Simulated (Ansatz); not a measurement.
Working through a phonon calculation by linear response of AgI, space group F-43m

Computed with Ansatz 0.2.0 through its Python package.

The cells in order, each with its output:

```python
from pathlib import Path

import ansatz as az
import numpy as np
from pymatgen.core import Lattice, Structure
from pymatgen.io.ase import AseAtomsAdaptor
```

```python
pmg_structure = Structure(
    Lattice([(0.0, 3.2365, 3.2365), (3.2365, 0.0, 3.2365), (3.2365, 3.2365, 0.0)]),
    ["Ag", "I"],
    [
        (0.0, 0.0, 0.0),
        (0.25, 0.25, 0.25),
    ],
)
xtal = az.Crystal.from_ase(AseAtomsAdaptor.get_atoms(pmg_structure))

len(xtal.resolved().sites)
```

    2

```python
model = (
    xtal.calculation()
    .functional("lda")
    .basis(450)
    .occupations("fixed")
    .scf(tolerance=1e-07)
    .kpoints(6, 6, 6)
    .phonons("dfpt", points=[(0, 0, 0), (0.5, 0.5, 0.5), (0.5, 0.5, 0)])
)
result = model.run(threads=1, pin="off", runs_dir="runs")
ph = result.phonons
```

    

```python
for q in ph.qpoints:
    thz = np.asarray(q.omega_inv_cm) / 33.35641
    print("q = ({:.2f}, {:.2f}, {:.2f})".format(*q.q_frac), np.round(thz, 2) + 0.0, "THz")
```

    q = (0.00, 0.00, 0.00) [0. 0. 0. 3. 3. 3.] THz
    q = (0.50, 0.50, 0.50) [0.78 0.78 2.34 3.2  3.2  3.51] THz
    q = (0.50, 0.50, 0.00) [1.01 1.01 2.65 3.26 3.42 3.42] THz

Notes:
- The cell isn't relaxed first, so the values belong to this volume.
- Of the deposited cell: the entry's cell lengths or inner coordinates differ somewhat from later room-temperature determinations.
- No non-analytic term is added, so at the zone centre the longitudinal optical modes of a polar crystal aren't split off.
- The structure is a deposited one; some such entries were measured under pressure or heat, so a shift against it needn't be the functional's error alone.
- The structure is taken as given; imaginary modes can come from an unrelaxed or unstable start.
- Hardware and time: 54 s on 1 thread of Intel(R) Xeon(R) Platinum 8488C (Sapphire Rapids) (shared host), peak memory 0.73 GiB.

(Lines on the test bed's own set-up are left out of the output.)
